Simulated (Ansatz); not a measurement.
Runs of Ansatz 0.2.0 on CdS. It takes space group Fm-3m (No. 225, cubic). Conventional cell: a = 5.506 Å, b = 5.506 Å, c = 5.506 Å, α = 90.00°, β = 90.00°, γ = 90.00°. Cd (site symmetry m-3m) is surrounded by 6 S at 2.75 Å. S (site symmetry m-3m) is surrounded by 6 Cd at 2.75 Å. Measurements of this composition are mostly on another form, of space group No. 186.

| task | level | cell | k mesh | cutoff (eV) | smearing | atoms under strain | other keys | mesh quality | gap on the mesh (eV) | pressure (GPa) |
| --- | --- | --- | --- | --- | --- | --- | --- | --- | --- | --- |
| elastic constants | PBEsol+D4 | volume scaled by 0.96 | 6 × 6 × 6 | 420 | methfessel-paxton 0.1 eV | relaxed | - | not flagged | (a) | -3.2 |
| single point | PBE | atoms moved at random, drawn with an rms of 0.05 Å | 8 × 8 × 8 | 420 | fermi-dirac 0.05 eV | - | - | not flagged | 0.27 | -0.3 |
| relaxation of cell and atoms | r2SCAN0+D3(BJ) | relaxed | 4 × 4 × 4 | 450 | fixed | - | scf.algorithm = density_mixing; basis.ecutrho_ratio = 12; … | coarse | 2.27 | 0.0 |
| single point | PBE | as given | 8 × 8 × 8 | 420 | fermi-dirac 0.05 eV | - | - | not flagged | 0.26 | (b) |

Alike in all rows: potentials or basis Ansatz PAW; no spin polarisation.

Q: Fill in the values left out.

A: (a) 0.12; (b) -0.4.

Caveats: some runs use coarse meshes; the PAW data sets come from PBE, with cores solved anew for the run's functional, which leaves a small shift of forces and pressure (some runs); the cell is more than 3 GPa from zero pressure, which shifts response properties (some runs); the plane-wave basis is chosen anew once the cell has moved, so the energies of steps on either side of that aren't comparable (some runs); the dispersion damping was fitted for another functional or another form of the correction (some runs); the cutoff lies under the one recommended for these potentials (some runs).

A k mesh can miss the band edges, and the runs leave out spin-orbit coupling on Cd.
